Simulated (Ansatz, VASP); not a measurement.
# Two plane-wave programs on SnSe2

```
Sn Se
1.0
     3.83808    0.00000    0.00000
    -1.91904    3.32387    0.00000
     0.00000    0.00000    6.01468
Sn Se
1 2
Direct
  0.00000 0.00000 0.00000
  0.33333 0.66667 0.26509
  0.66667 0.33333 0.73491
```

Alike in both runs: task relaxation of cell and atoms; functional PBE; dispersion D3(BJ); k mesh 12 × 12 × 6; no spin polarisation.

```csv
,VASP,Ansatz
version,VASP 6.6.1,Ansatz 0.2.0
potentials or method,"VASP PAW PBE potentials, release 64 (Sn_d, Se)","scalar-relativistic, plane waves, PAW"
plane-wave cutoff (eV),600,420
occupations,"gaussian, width 0.01 eV",fixed
valence electrons in the cell,26,46
```

Ansatz gave:

* gap on the k mesh at the Fermi level, each at its own relaxed structure (eV): 0.35
* relaxed volume (Å³/atom): 25.58
* relaxed cell length with the largest relative difference (Å): 3.840

Estimate VASP's values.

gap on the k mesh at the Fermi level, each at its own relaxed structure (eV): 0.34; relaxed volume (Å³/atom): 25.59; relaxed cell length with the largest relative difference (Å): 3.841.

The two sets of potentials don't hold the same shells in valence.

Caveats: spin-orbit coupling is left out, which moves the levels of the heavy elements.
